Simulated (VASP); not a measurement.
# PtSe2 (P-3m1) in VASP: a series of runs

The runs below take PtSe2 through relaxation of the atoms, with rev-vdW-DF2, LDA.

Program: VASP 6.6.1. These are calculated values, not measurements. Logs are shortened: lines on timing, memory, paths and dates and some standing lists are left out, and cuts for length are marked.

## Step 1: The crystal as given

Symmetry: P-3m1, No. 164, trigonal system. Conventional cell: a = 3.724 Å, b = 3.724 Å, c = 5.143 Å, α = 90.00°, β = 90.00°, γ = 120.00°. Pt (site symmetry -3m) is surrounded by 6 Se at 2.49 Å. Se (site symmetry 3m) has 3 Pt at 2.49 Å as nearest neighbours.

## Step 2: Relaxation of the atoms, rev-vdW-DF2

The input, INCAR:

```
SYSTEM = PtSe2
AGGAC = 0.0
ALGO = Normal
EDIFF = 1E-7
EDIFFG = -0.02
ENCUT = 520
GGA = MK
IBRION = 2
ISIF = 2
ISMEAR = 0
KPAR = 2
LASPH = .True.
LCHARG = .False.
LREAL = .False.
LUSE_VDW = .True.
LWAVE = .False.
NELM = 60
NSW = 60
PARAM1 = 0.1234
PARAM2 = 0.711357
PREC = Accurate
SIGMA = 0.05
ZAB_VDW = -1.8867
```

The input, KPOINTS:

```
k-points
0
Gamma
  10 10 8
  0 0 0
```

The input, POSCAR:

```
PtSe2
1.0
    3.7240000000      0.0000000000      0.0000000000
   -1.8620000000      3.2250786000      0.0000000000
    0.0000000000      0.0000000000      5.1429920000
Pt Se
1 2
Direct
    0.0000000000      0.0000000000      0.0000000000
    0.3333333300      0.6666666700      0.2460629900
    0.6666666700      0.3333333300      0.7539370100
```

Potentials or basis: VASP PAW PBE potentials, release 64 (Pt, Se).

Launch:

```bash
$ cat potpaw_PBE.64/Pt/POTCAR potpaw_PBE.64/Se/POTCAR > POTCAR
$ mpirun -np 2 vasp_std > vasp.out
```

OUTCAR:

```text
SYSTEM = PtSe2
   EDIFF = 1E-7
   EDIFFG = -0.02
   ENCUT = 520
   GGA = MK
   IBRION = 2
   ISIF = 2
   ISMEAR = 0
   LASPH = .True.
   LREAL = .False.
   NELM = 60
   NSW = 60
   PREC = Accurate

 ion  position               nearest neighbor table
   1  0.000  0.000  0.000-   2 2.49   3 2.49   2 2.49   3 2.49   3 2.49   2 2.49
   2  0.333  0.667  0.246-   1 2.49   1 2.49   1 2.49
   3  0.667  0.333  0.754-   1 2.49   1 2.49   1 2.49

  LATTYP: Found a hexagonal cell.
 ALAT       =     3.7240000000
 C/A-ratio  =     1.3810397422

  Lattice vectors:

 A1 = (   3.7240000000,   0.0000000000,   0.0000000000)
 A2 = (  -1.8620000000,   3.2250786000,   0.0000000000)
 A3 = (   0.0000000000,   0.0000000000,   5.1429920000)

Analysis of symmetry for initial positions (statically):
=====================================================================
 Subroutine PRICEL returns:
 Original cell was already a primitive cell.

 Routine SETGRP: Setting up the symmetry group for a
 hexagonal supercell.

 Subroutine GETGRP returns: Found 12 space group operations
 (whereof 12 operations were pure point group operations)
 out of a pool of 24 trial point group operations.

The static configuration has the point symmetry D_3d.

Analysis of symmetry for dynamics (positions and initial velocities):
=====================================================================
 Subroutine PRICEL returns:
 Original cell was already a primitive cell.

 Routine SETGRP: Setting up the symmetry group for a
 hexagonal supercell.

 Subroutine GETGRP returns: Found 12 space group operations
 (whereof 12 operations were pure point group operations)
 out of a pool of 24 trial point group operations.

The dynamic configuration has the point symmetry D_3d.

 Subroutine INISYM returns: Found 12 space group operations
 (whereof 12 operations are pure point group operations),
 and found     1 'primitive' translations

----------------------------------------------------------------------------------------

                                     Primitive cell

  volume of cell :      61.7683

  direct lattice vectors                    reciprocal lattice vectors
     3.724000000  0.000000000  0.000000000     0.268528464  0.155034981  0.000000000
    -1.862000000  3.225078600  0.000000000     0.000000000  0.310069962  0.000000000
     0.000000000  0.000000000  5.142992000     0.000000000  0.000000000  0.194439346

[... 105 lines left out ...]
     AMIX_MAG =   1.60;   BMIX_MAG =  1.00
  volume/ion in A,a.u.               =      20.59       138.94
  Fermi-wavevector in a.u.,A,eV,Ry     =   1.160452  2.192936 18.322264  1.346648
  Thomas-Fermi vector in A             =   2.297034
   LORBIT       =      0    0 simple, 1 ext, 2 COOP (PROOUT), +10 PAW based schemes
   GGA     = MK    functional components
   LHFCALC =     F    Hartree Fock is set to
   AEXX    =    0.0000 exact exchange contribution
   IVDW_NL    =     1    kernel type
   BPARAM     = 6.3000
   IVDW    =     0    specifies the selected vdW correction
   LEPSILON=     F    determine dielectric tensor
   LRPA    =     F    only Hartree local field effects (RPA)
 conjugate gradient relaxation of ions
 non-spin polarized calculation
 Gauss-broadening in eV      SIGMA  =   0.05
  energy-cutoff  :      520.00
  volume of cell :       61.77
 maximum number of plane-waves:      1678
   NGX = 13   NGY = 13   NGZ = 19

--------------------------------------- Ionic step        1  -------------------------------------------

 number of electron      21.9999996 magnetization

 Free energy of the ion-electron system (eV)
  ---------------------------------------------------
  ext. energy  EPLUGINS =         0.00000000
  ---------------------------------------------------
  free energy    TOTEN  =        -9.35638334 eV

  energy without entropy =       -9.35547961  energy(sigma->0) =       -9.35593147

------------------------ aborting loop because EDIFF is reached ----------------------------------------

  FORCE on cell =-STRESS in cart. coord.  units (eV):
  Direction    XX          YY          ZZ          XY          YZ          ZX
  --------------------------------------------------------------------------------------
  -------------------------------------------------------------------------------------
  Total        2.3799460      2.3799459      1.6233302      0.0000000     -0.0000000     -0.0000000
  in kB       61.7322139     61.7322138     42.1067410      0.0000000     -0.0000000     -0.0000000
  external PRESSURE =      55.1903896 kB  Pullay stress =       0.0000000 kB
[... 104 lines left out ...]
--------------------------------------- Ionic step        4  -------------------------------------------

 number of electron      21.9999996 magnetization

 Free energy of the ion-electron system (eV)
  ---------------------------------------------------
  ext. energy  EPLUGINS =         0.00000000
  ---------------------------------------------------
  free energy    TOTEN  =        -9.40222881 eV

  energy without entropy =       -9.40097232  energy(sigma->0) =       -9.40160056

 E-fermi :   6.1486     XC(G=0): -10.6537

 val. band max:        6.1411027338   @ k =  -0.2000   0.5000   0.1250
 cond. band min:       6.1615747688   @ k =   0.1000   0.0000   0.0000
 fundamental gap:      0.0204720350
 Fermi energy:         6.1486191003

 k-point     1 :       0.0000    0.0000    0.0000
  band No.  band energies     occupation
      1      -9.2668      2.00000
      2      -6.6786      2.00000
      3      -0.8777      2.00000
      4       0.1207      2.00000
      5       0.1207      2.00000
      6       2.3772      2.00000
      7       2.3772      2.00000
      8       3.5602      2.00000
      9       5.2602      2.00000
     10       5.2602      2.00000
     11       6.6266      0.00000
     12       7.4841      0.00000
     13       7.4841      0.00000
     14       9.8931      0.00000
[... 401 lines left out ...]
      2      -7.3555      2.00000
      3      -0.9362      2.00000
      4       0.6251      2.00000
      5       0.8603      2.00000
      6       2.0054      2.00000
      7       2.5353      2.00000
      8       2.9074      2.00000
      9       3.0057      2.00000
     10       3.0399      2.00000
     11       3.4368      2.00000
     12       6.9773      0.00000
     13       8.1850      0.00000
     14      10.6379      0.00000
     15      11.6253      0.00000

 [... further k-points ...]

------------------------ aborting loop because EDIFF is reached ----------------------------------------

  FORCE on cell =-STRESS in cart. coord.  units (eV):
  Direction    XX          YY          ZZ          XY          YZ          ZX
  --------------------------------------------------------------------------------------
  -------------------------------------------------------------------------------------
  Total        0.9815705      0.9815705     -0.0955814      0.0000000     -0.0000000      0.0000000
  in kB       25.4604618     25.4604618     -2.4792386      0.0000000     -0.0000000      0.0000000
  external PRESSURE =      16.1472283 kB  Pullay stress =       0.0000000 kB
[... 22 lines left out ...]
  energy  without entropy=       -9.4009723181  energy(sigma->0) =       -9.40160056

Total vdW correction in eV:      3.0787858

 reached required accuracy - stopping structural energy minimisation
```

Run time: 4.3 min. Hardware: 2 MPI ranks of Intel Xeon Platinum 8259CL at 2.50GHz (Skylake/Cascade Lake), shared host; peak memory 0.44 GiB.

Results:

```
Free energy               : -9.4022 eV
Energy gained by relaxing : 15.3 meV/atom
Ionic steps               : 4
Pressure after relaxing   : 1.6 GPa
Band gap on the k mesh    : none (metal or under the smearing width)
```

The path:
```csv
step,energy change (eV),largest force (eV/Å),pressure (GPa)
1,0.0000,0.7475,5.52
2,-0.0376,0.3067,3.21
3,-0.0458,0.0218,1.51
4,-0.0458,0.0000,1.61
```

Final structure:
```cif
data_structure
_symmetry_space_group_name_H-M 'P 1'
_symmetry_Int_Tables_number 1
_cell_length_a 3.7240
_cell_length_b 3.7240
_cell_length_c 5.1430
_cell_angle_alpha 90.000
_cell_angle_beta 90.000
_cell_angle_gamma 120.000
_cell_volume 61.77
loop_
_atom_site_label
_atom_site_type_symbol
_atom_site_fract_x
_atom_site_fract_y
_atom_site_fract_z
_atom_site_occupancy
Pt1 Pt 0.00000 0.00000 0.00000 1
Se1 Se 0.33333 0.66667 0.25831 1
Se2 Se 0.66667 0.33333 0.74169 1
```

Levels at points of the mesh, in eV from the Fermi level:
```csv
k point,band 9,band 10,band 11,band 12,band 13,band 14
"(0.00, 0.00, 0.00)",-0.89,-0.89,0.48,1.34,1.34,3.74
"(0.50, 0.00, 0.00)",-3.23,-3.21,-2.84,0.59,2.26,4.86
"(0.00, 0.00, 0.50)",-1.75,-1.38,-1.38,2.22,2.22,4.89
"(0.50, 0.00, 0.50)",-2.98,-2.47,-1.33,0.85,1.51,4.39
```

Caveat: the PAW data sets were made with another functional, which shifts forces and pressure a little.

## Step 3: Relaxation of the atoms, LDA

The input, INCAR:

```
ALGO     = Normal         # electronic algorithm
EDIFF    = 1E-6           # SCF threshold, eV
EDIFFG   = -0.01          # ionic threshold
ENCUT    = 520            # plane-wave cutoff, eV
GGA      = CA             # functional
IBRION   = 2              # ionic algorithm
ISIF     = 2              # what is computed and relaxed
ISMEAR   = 0              # smearing method
KPAR     = 2            
LASPH    = True           # aspherical terms in the spheres
LCHARG   = False          # write CHGCAR
LREAL    = False          # projectors in reciprocal space
LWAVE    = False          # write WAVECAR
NELM     = 80             # most SCF steps
NSW      = 60             # ionic steps
PREC     = Accurate       # precision mode
SIGMA    = 0.05           # smearing width, eV
```

The input, KPOINTS:

```
k-points
0
Gamma
  10 10 8
```

POSCAR is that of step 2.

Potentials or basis: VASP PAW LDA potentials, release 64 (Pt, Se).

Launch:

```bash
$ cat potpaw_LDA.64/Pt/POTCAR potpaw_LDA.64/Se/POTCAR > POTCAR
$ mpirun -np 2 vasp_std > vasp.out
```

It took 37 s on 2 MPI ranks of AMD EPYC 9R45 (Zen 5), shared host; peak memory 0.2 GiB.

It converged, with:

| Property | Result |
| --- | --- |
| Free energy | -17.0494 eV |
| Energy gained by relaxing | 1.3 meV/atom |
| Ionic steps | 3 |
| Pressure after relaxing | -1.6 GPa |
| Band gap on the k mesh | none (metal or under the smearing width) |

Forces in eV/Å, atoms in the order of the input:
```
Pt   0.000  0.000  0.000
Se   0.000  0.000 -0.002
Se   0.000  0.000  0.002
```

Stress tensor (GPa, compression positive):
```
-1.08  0.00  0.00
 0.00 -1.08  0.00
 0.00  0.00 -2.55
```

The path:
```csv
step,energy change (eV),largest force (eV/Å),pressure (GPa)
1,0.0000,0.2101,-0.37
2,-0.0031,0.0925,-1.02
3,-0.0038,0.0024,-1.57
```

Final structure:
```yaml
crystal:
  lattice:
    - [3.72400, 0.00000, 0.00000]
    - [-1.86200, 3.22508, 0.00000]
    - [0.00000, 0.00000, 5.14299]
  atoms:
    - { symbol: Pt, position: [0.00000, 0.00000, 0.00000] }
    - { symbol: Se, position: [0.33333, 0.66667, 0.24970] }
    - { symbol: Se, position: [0.66667, 0.33333, 0.75030] }
```

Levels at points of the mesh, in eV from the Fermi level:
```tsv
k point	band 7	band 8	band 9	band 10	band 11	band 12	band 13	band 14	band 15
(0.00, 0.00, 0.00)	-3.94	-2.55	-1.00	-1.00	0.36	1.48	1.48	3.63	3.99
(0.50, 0.00, 0.00)	-3.66	-3.40	-3.40	-3.34	-2.93	0.65	2.29	4.72	5.70
(0.00, 0.00, 0.50)	-3.96	-2.96	-1.71	-1.40	-1.40	2.27	2.27	4.73	6.16
(0.50, 0.00, 0.50)	-3.49	-3.42	-3.14	-2.74	-1.39	1.01	1.49	4.40	4.66
```
